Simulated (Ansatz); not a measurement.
**Elastic constants of Sn: input and output**

Computed with DFT r2SCAN, scalar-relativistic, plane waves, PAW in Ansatz.

Launched with:
```bash
ansatz run input.yaml --threads 1 --pin off --max-ram 3072MiB --backend cpu --events-out ev --progress --plain --runs-dir out
```

Input (bare energies are in eV):
```yaml
crystal:
  lattice:
    - [-1.646674384, 1.646674384, 2.5198314944]
    - [1.646674384, -1.646674384, 2.5198314944]
    - [1.646674384, 1.646674384, -2.5198314944]
  atoms:
    - { symbol: Sn, position: [0.0, 0.0, 0.0] }
basis:
  ecutwfc: 500
kpoints:
  mp_grid: { grid: [20, 20, 20] }
hamiltonian:
  xc: r2scan
scf:
  occupations: { method: fermi_dirac, width: 0.15 }
output:
  forces: true
  stress: true
  eigenvalues: true
elastic:
  mode: relaxed_ion
  amplitude: 0.005
```

From the output:
```
--- Elastic constants: 4 strain directions × 4 members + reference (group order 16) ---
  dense FFT box of the reference and of every strained cell: 27×27×27
  strains applied: 11, 33, 23, 12; error gains: componentwise 1.00 (the most a stress slope's error grows in a printed constant), spectral 1.41 (1 for all six strains in a standard setting)
  C = ∂σ_k/∂η_j (tension-positive GPa; Voigt order 11 22 33 23 13 12):
        75.461     28.303     49.535     -0.000     -0.000     -0.000
        28.303     75.461     49.535     -0.000     -0.000     -0.000
        49.541     49.541     53.883     -0.000     -0.000     -0.000
         0.000     -0.000      0.000      9.085     -0.000      0.000
        -0.000     -0.000     -0.000      0.000      9.085     -0.000
        -0.000      0.000      0.000      0.000      0.000     -1.949
  reference stress σ⁰ (GPa):     -0.003     -0.003     -0.008     -0.000      0.000      0.000
  C* (energy form; C + prestress term) asymmetry max|C*_kj − C*_jk| = 1.096e-3 GPa — a small one proves nothing (zero by symmetry where the batch's group is 432, −43m or m−3m); a large one is finite-difference/SCF noise where every solve ...
  moduli (Voigt/Reuss/Hill, GPa): K = 51.06/51.06/51.06   G = 8.41/25.26/16.83   E = 45.50   ν = 0.351
  mechanically stable: NO (min eigenvalue of sym C = -1.95 GPa)
  strain η (Voigt 11):  stress-route row diagonal C_11 = 75.46 GPa, energy-path curvature d²(F+E_count+ΔE)/dδ²/Ω₀ = 75.46 GPa
    cells at ±δ against ±2δ: C11 75.50 and 75.60 GPa, apart by 0.14 % of the column's largest entry
         δ    σ_11 (GPa) F (eV) n_scf n_hpsi n_pw
    -1.000e-2      -0.8049       -6038.4149385       8  303539    703   relax 0 steps, max|allowed force component| 0.00e0 eV/Å
    -5.000e-3      -0.3919       -6038.4154471       3  226809    715   relax 0 steps, max|allowed force component| 0.00e0 eV/Å
     5.000e-3       0.3630       -6038.4154586       3  223485    717   relax 0 steps, max|allowed force component| 0.00e0 eV/Å
     1.000e-2       0.7071       -6038.4150008       6  263485    717   relax 0 steps, max|allowed force component| 0.00e0 eV/Å
  strain η (Voigt 33):  stress-route row diagonal C_33 = 53.88 GPa, energy-path curvature d²(F+E_count+ΔE)/dδ²/Ω₀ = 53.88 GPa
    cells at ±δ against ±2δ: C33 53.92 and 54.02 GPa, apart by 0.19 % of the column's largest entry
         δ    σ_33 (GPa) F (eV) n_scf n_hpsi n_pw
    -1.000e-2      -0.5699       -6038.4151277       9  171566    709   relax 0 steps, max|allowed force component| 0.00e0 eV/Å
    -5.000e-3      -0.2830       -6038.4154906       3  121988    717   relax 0 steps, max|allowed force component| 0.00e0 eV/Å
     5.000e-3       0.2562       -6038.4155072       3  121689    717   relax 0 steps, max|allowed force component| 0.00e0 eV/Å
     1.000e-2       0.5105       -6038.4151795       8  171120    717   relax 0 steps, max|allowed force component| 0.00e0 eV/Å
  strain η (Voigt 23):  stress-route row diagonal C_44 = 9.08 GPa, energy-path curvature d²(F+E_count+ΔE)/dδ²/Ω₀ = 9.09 GPa
    cells at ±δ against ±2δ: C44 9.12 and 9.23 GPa, apart by 1.20 % of the column's largest entry
         δ    σ_23 (GPa) F (eV) n_scf n_hpsi n_pw
    -1.000e-2      -0.0923       -6038.4155357       8  536254    717   relax 0 steps, max|allowed force component| 0.00e0 eV/Å
    -5.000e-3      -0.0456       -6038.4155943       3  375216    717   relax 0 steps, max|allowed force component| 0.00e0 eV/Å
     5.000e-3       0.0456       -6038.4155943       3  363594    717   relax 0 steps, max|allowed force component| 0.00e0 eV/Å
     1.000e-2       0.0923       -6038.4155357       6  467669    717   relax 0 steps, max|allowed force component| 0.00e0 eV/Å
  strain η (Voigt 12):  stress-route row diagonal C_66 = -1.95 GPa, energy-path curvature d²(F+E_count+ΔE)/dδ²/Ω₀ = -1.95 GPa
    cells at ±δ against ±2δ: C66 -1.95 and -1.96 GPa, apart by 0.46 % of the column's largest entry
         δ    σ_12 (GPa) F (eV) n_scf n_hpsi n_pw
    -1.000e-2       0.0196       -6038.4156305      10  315616    717   relax 0 steps, max|allowed force component| 0.00e0 eV/Å
    -5.000e-3       0.0098       -6038.4156180       2  206683    717   relax 0 steps, max|allowed force component| 0.00e0 eV/Å
     5.000e-3      -0.0098       -6038.4156180       2  202146    717   relax 0 steps, max|allowed force component| 0.00e0 eV/Å
     1.000e-2      -0.0196       -6038.4156305       6  243671    717   relax 0 steps, max|allowed force component| 0.00e0 eV/Å
```

It took 12 min on 1 thread of Intel(R) Xeon(R) Platinum 8259CL CPU @ 2.50GHz (Skylake/Cascade Lake) (shared host), peak memory 1.2 GiB.

In a metal, frequencies and elastic constants depend on the k mesh and the smearing, soft modes and shear constants most.

As the tensor has a negative eigenvalue, the Reuss and Hill moduli of a polycrystal, and E and ν formed from them, have no physical meaning here.

The least eigenvalue is -1.9 GPa; in a metal on this mesh the verdict on stability isn't firm within about 20 GPa or a tenth of the bulk modulus.

This form isn't the element's structure at ambient conditions.